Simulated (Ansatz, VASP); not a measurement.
## One calculation of InAs, two programs

```
CELL_PARAMETERS angstrom
0.00000 2.94489 2.94489
2.94489 0.00000 2.94489
2.94489 2.94489 0.00000
ATOMIC_POSITIONS crystal
In 0.00000 0.00000 0.00000
As 0.75000 0.75000 0.75000
```

Alike in both runs: task single point; functional PBEsol; k mesh 12 × 12 × 12; occupations gaussian, width 0.1 eV; no spin polarisation.

|  | VASP | Ansatz |
| --- | --- | --- |
| version | VASP 6.6.1 | Ansatz 0.2.0 |
| potentials or method | VASP PAW PBE potentials, release 64 (In_d, As) | scalar-relativistic, plane waves, PAW |
| plane-wave cutoff (eV) | 520 | 420 |
| valence electrons in the cell | 18 | 28 |

Ansatz gave:

```
gap on the k mesh at the Fermi level (eV) : 0.11
least direct gap on the mesh (eV)         : 0.11
pressure (GPa)                            : 6.9
```

Q: Estimate VASP's values.

A: gap on the k mesh at the Fermi level (eV): 0.12; least direct gap on the mesh (eV): 0.12; pressure (GPa): 7.1.

The two sets of potentials don't hold the same shells in valence.

Caveats: the PAW data sets were made with another functional, which shifts forces and pressure a little (VASP); spin-orbit coupling is left out, which moves the levels of the heavy elements.
